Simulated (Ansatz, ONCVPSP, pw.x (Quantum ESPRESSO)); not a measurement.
From atom to crystal: ONCV potential for hafnium

Hf, optimised norm-conserving Vanderbilt (ONCV), made with ONCVPSP 4.0.1 (PBE, scalar-relativistic). Core [Kr] 4d10 4f14, reference 5s2 5p6 5d2 6s2. Waves: 5s+6s: rc 1.60 bohr, ncon 3, nbas 7, qcut 5.8 1/bohr, 2 projectors; 5p: rc 1.90 bohr, ncon 4, nbas 8, qcut 6.6 1/bohr, 2 projectors, debl 3.9 Ha; 5d: rc 1.60 bohr, ncon 5, nbas 9, qcut 6.2 1/bohr, local. Local part: the d channel. Core correction: Teter function, fcfact 3.75, rcfact 1.5.

Atomic tests: cutoffs needed: 15 Ha and 35 Ha (the cutoffs (Ha) at which the residual kinetic energy of the hardest occupied pseudo-wave falls to 1 and 0.1 mHa per electron); ghost test: no bound ghost flagged; no localised positive-energy state flagged; configuration tests: 1 of 4 tests not solved or not reliable.

Crystal test: diamond Hf in pw.x 7.5, no spin, 8³ k-points, Fermi–Dirac smearing 0.01 Ry, cutoffs 85/340 Ry. The reference is all-electron LAPW (Ansatz 0.2.0) with the same functional, mesh and smearing; V0 and B0 come from Birch–Murnaghan fits to the pressures at five volumes. Errors are pseudo minus all-electron; Δ is the rms difference of the E(V) curves that follow from these fits, minima aligned, over ±6 % about the mean V0. Mesh and smearing are coarse, so the numbers serve the comparison and aren't converged zero-temperature values; the lattice is a test structure that the element need not adopt.

All-electron: a0 = 6.558 Å (V0 = 35.25 Å³/atom), B0 = 29.4 GPa.

Problem. How far does the potential miss the all-electron equation of state?

Solution. mean pressure error (GPa): -0.26; a0 (Å): 6.538; a0 error (%): -0.29; B0 error (%): -1.8; Δ (meV/atom): 2.0. Atomic configuration tests: 1 of 4 tests not solved or not reliable.

| V (Å³/atom) | P all-electron (GPa) | P pseudo (GPa) |
| --- | --- | --- |
| 33.483 | 1.58 | 1.27 |
| 34.364 | 0.76 | 0.48 |
| 35.245 | 0.00 | -0.25 |
| 36.126 | -0.71 | -0.94 |
| 37.007 | -1.37 | -1.58 |

Problem. At the middle volume, how do free energy and pressure move when the wave cutoff is lowered (ecutrho kept at four times it)?

Solution.

```tsv
cutoff (Ry)	shift of F (meV/atom)	shift of P (GPa)
38	+12.2	-0.18
51	+4.2	-0.04
68	+2.1	-0.03
```

The run at the middle volume (29 k-points, 7 iterations) took about 67 s on one core of a shared host (Intel(R) Xeon(R) Platinum 8259CL CPU @ 2.50GHz, 96 threads, 755 GiB, load 137).
